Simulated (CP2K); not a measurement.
TiO2:

```
CELL_PARAMETERS angstrom
3.82735 0.00000 0.00000
-0.00088 3.82735 0.00000
-1.86197 -1.86240 4.79664
ATOMIC_POSITIONS crystal
Ti 0.86589 0.13411 0.75000
Ti 0.13411 0.86589 0.25000
O 0.08876 0.33122 0.16715
O 0.91124 0.66878 0.83285
O 0.66878 0.91124 0.33285
O 0.33122 0.08876 0.66715
```

The cell is a database's computed one.

Program: CP2K 2026.2. Alike in all runs: task band structure; no spin polarisation; cell as given; k mesh 8 × 8 × 6.

Order these runs on this cell by their pressure, lowest first.
A. level LDA; potentials or basis GTH_POTENTIALS Ti GTH-PADE-q12, O GTH-PADE-q6; TZVP-MOLOPT-PBE-GTH basis; smearing fermi-dirac 0.05 eV; NGRIDS 5; points a segment of the path (NPOINTS) 6; bands added on the path 4
B. level PBEsol; potentials or basis POTENTIAL_UZH Ti GTH-PBE-q12, O GTH-PBE-q6; TZVP-MOLOPT-PBE-GTH basis; smearing fermi-dirac 0.05 eV; NGRIDS 4; points a segment of the path (NPOINTS) 10; bands added on the path 4
C. level PBE; potentials or basis POTENTIAL_UZH Ti GTH-PBE-q12, O GTH-PBE-q6; TZVP-MOLOPT-PBE-GTH basis; smearing fermi-dirac 0.1 eV; NGRIDS 4; points a segment of the path (NPOINTS) 8; bands added on the path 2

A (-12.7 GPa), B (-6.2 GPa), C (-0.9 GPa).

Caveats: the basis of atomic orbitals isn't converged, which shifts pressures, moduli and gaps; the potentials were made for another functional, which shifts forces and pressure (some runs).
